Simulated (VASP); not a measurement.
# VASP 6.6.1 run: SrTiO3

INCAR

```
LREAL = .FALSE.
NELM = 120
SIGMA = 0.3
ENCUT = 520
LWAVE = .FALSE.
LASPH = .TRUE.
LCHARG = .FALSE.
NSW = 0
ISYM = -1
IBRION = -1
ISIF = 2
GGA = PE
EDIFF = 1E-7
NBANDS = 28
PREC = Accurate
ISMEAR = -5
```

KPOINTS

```
KPOINTS created by Atomic Simulation Environment
0
Gamma
4 4 4
0 0 0
```

POSCAR

```
Sr Ti O
 1.0000000000000000
     3.9849885316000000    0.0000000000000000    0.0000000000000000
     0.0000000000000000    3.9849885316000000    0.0000000000000000
     0.0000000000000000    0.0000000000000000    3.8623292521999999
 Sr  Ti  O
   1   1   3
Cartesian
  0.0000000000000000  0.0000000000000000  0.0000000000000000
  1.9924942657999998  1.9924942657999998  1.9311646260999999
  1.9924942657999998  1.9924942657999998  0.0000000000000000
  1.9924942657999998  0.0000000000000000  1.9311646260999999
  0.0000000000000000  1.9924942657999998  1.9311646260999999
```

The recommended PBE PAW datasets give the neutral cell 40 valence electrons.

Command

```
mpirun -np 1 vasp_std
```

Q: Predict the outcome of this run.

A: It converged. Results: gap between bands v and c on the k mesh 1.73 eV; least direct gap on the k mesh 2.10 eV; pressure 0.0 GPa. Band v is the last that the valence electrons fill when counted band by band, and c is the next.

OSZICAR

```
N       E                     dE             d eps       ncg     rms          rms(c)
DAV:   1     0.433449610555E+03    0.43345E+03   -0.21377E+04  3584   0.158E+03
DAV:   2    -0.399126690434E+01   -0.43744E+03   -0.41895E+03  4060   0.437E+02
DAV:   3    -0.482579772135E+02   -0.44267E+02   -0.43911E+02  4888   0.135E+02
DAV:   4    -0.504305743915E+02   -0.21726E+01   -0.21680E+01  5460   0.255E+01
DAV:   5    -0.504920373359E+02   -0.61463E-01   -0.61450E-01  5040   0.348E+00    0.257E+01
DAV:   6    -0.401170152127E+02    0.10375E+02   -0.52909E+01  5100   0.633E+01    0.141E+01
DAV:   7    -0.401491556232E+02   -0.32140E-01   -0.81917E+00  4788   0.212E+01    0.104E+01
DAV:   8    -0.401136002832E+02    0.35555E-01   -0.13498E+00  4276   0.120E+01    0.304E+00
DAV:   9    -0.400732615362E+02    0.40339E-01   -0.28973E-01  4708   0.467E+00    0.125E+00
DAV:  10    -0.400631377809E+02    0.10124E-01   -0.93759E-02  4676   0.233E+00    0.613E-01
DAV:  11    -0.400588342004E+02    0.43036E-02   -0.19381E-02  5692   0.121E+00    0.130E-01
DAV:  12    -0.400588112664E+02    0.22934E-04   -0.12752E-03  4324   0.384E-01    0.122E-01
DAV:  13    -0.400588113525E+02   -0.86074E-07   -0.19849E-04  5684   0.116E-01    0.337E-02
DAV:  14    -0.400588156377E+02   -0.42852E-05   -0.17345E-04  4592   0.783E-02    0.304E-02
DAV:  15    -0.400588094211E+02    0.62165E-05   -0.34876E-05  4624   0.619E-02    0.109E-02
DAV:  16    -0.400588096763E+02   -0.25515E-06   -0.58827E-06  4316   0.192E-02    0.887E-03
DAV:  17    -0.400588096221E+02    0.54124E-07   -0.11497E-06  4248   0.116E-02    0.185E-03
DAV:  18    -0.400588096507E+02   -0.28544E-07   -0.10444E-07  2636   0.255E-03
   1 F= -.40058810E+02 E0= -.40058810E+02  d E =0.000000E+00
```

Standard output (part)

```
POSCAR found type information on POSCAR SrTiO
 POSCAR found :  3 types and       5 ions
 LDA part: xc-table for (Slater+PW92), standard interpolation
 POSCAR, INCAR and KPOINTS ok, starting setup
 WAVECAR not read
 entering main loop
```

For comparison, a separate PBE run of the intended cell, on usual settings and not on those above, gives a gap of 1.75 eV on its mesh and a pressure of -0.1 GPa.
